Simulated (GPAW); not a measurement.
BN (P6_3/mmc), B K edge of atom 3, with 3 N at 1.44 Å (trigonal planar, site symmetry -6m2). Method: GPAW, LDA, full core hole (charged cell), 16-atom cell with 5.0 Å between holes, 5×5×4 k points, dipole transitions, Gaussian full width 0.9 eV up to 4 eV, rising linearly to 3.5 eV at 25 eV.

```xyz
4
Lattice="2.4982 0.0000 0.0000 -1.2491 2.1635 0.0000 0.0000 0.0000 6.6357" Properties=species:S:1:pos:R:3 pbc="T T T"
N     1.2491    0.7212    1.6589
N     0.0000    1.4424    4.9768
B     1.2491    0.7212    4.9768
B     0.0000    1.4424    1.6589
```

Energy from the lowest empty level; a common scale on which the isotropic spectrum has a mean of 1 over the first 20 eV.

```csv
E (eV),curve 1,curve 2
-2.0,0.00,0.00
-1.0,0.00,0.02
0.0,0.00,2.66
1.0,0.00,9.35
2.0,0.00,0.22
3.0,0.00,0.29
4.0,0.02,0.82
5.0,0.47,0.39
6.0,2.34,0.27
7.0,2.96,0.32
8.0,1.95,0.56
9.0,2.40,0.99
10.0,1.40,0.86
11.0,1.09,0.56
12.0,0.95,0.57
13.0,0.97,0.58
14.0,0.94,0.53
15.0,1.03,0.47
16.0,1.15,0.42
17.0,0.94,0.41
18.0,0.58,0.37
19.0,0.41,0.38
20.0,0.55,0.41
21.0,0.92,0.41
22.0,1.27,0.38
23.0,1.32,0.38
24.0,1.04,0.43
25.0,0.67,0.46
26.0,0.41,0.45
27.0,0.27,0.44
28.0,0.19,0.47
29.0,0.13,0.55
```

The database entry behind the starting cell differs from later determinations by our own check (about 0.3 % short, minor phase), so it need not match the best structure at ambient conditions.

**Question.** The curves are for the electric vector along different Cartesian axes of the cell as given, averaged over the symmetry-equivalent atoms. Which is which?

Curve 1: along x (⊥ c) (the other in-plane axis gives the same curve within 3 %), main maxima 6.8 eV (3.03), 8.9 eV (2.42) and 22.6 eV (1.35). Curve 2: along z (c), main maxima 0.8 eV (10.25), 3.9 eV (0.84) and 9.3 eV (1.02). A K edge sees empty p states; at this planar three-fold site the curve for the electric vector normal to the plane peaks at 0.8 eV, where it is mainly π* that absorbs: that direction carries over 70 % of the weight there. Each direction probes the empty orbitals that point along it. The holes are only 5.0 Å apart, so the shape is probably not converged with cell size; no larger cell was run here. The mesh is coarse (0.29 Å⁻¹ between points), so small maxima may be mesh ripples.

[Banner, clock and machine lines of the logs are left out without a mark of their own.]

[Logs are printed without paths, hosts, clocks, repeated set-up lines and the standing remarks that a program may print on its own settings, such as how far it seeks lower states.]

[Hosts, paths, dates, database ids (printed as entryN), source tags and the programs' standing remarks are cut or masked in the printed files.]

[Lists of maxima count a maximum above −3 eV only where it reaches 4 % of the highest in the window and stands out from its surroundings by 2 % of it (1.5 % where it reaches 55 %); shoulders and weaker maxima are passed over, and of the rest the first, up to two pre-edge ones and the few strongest are named.]
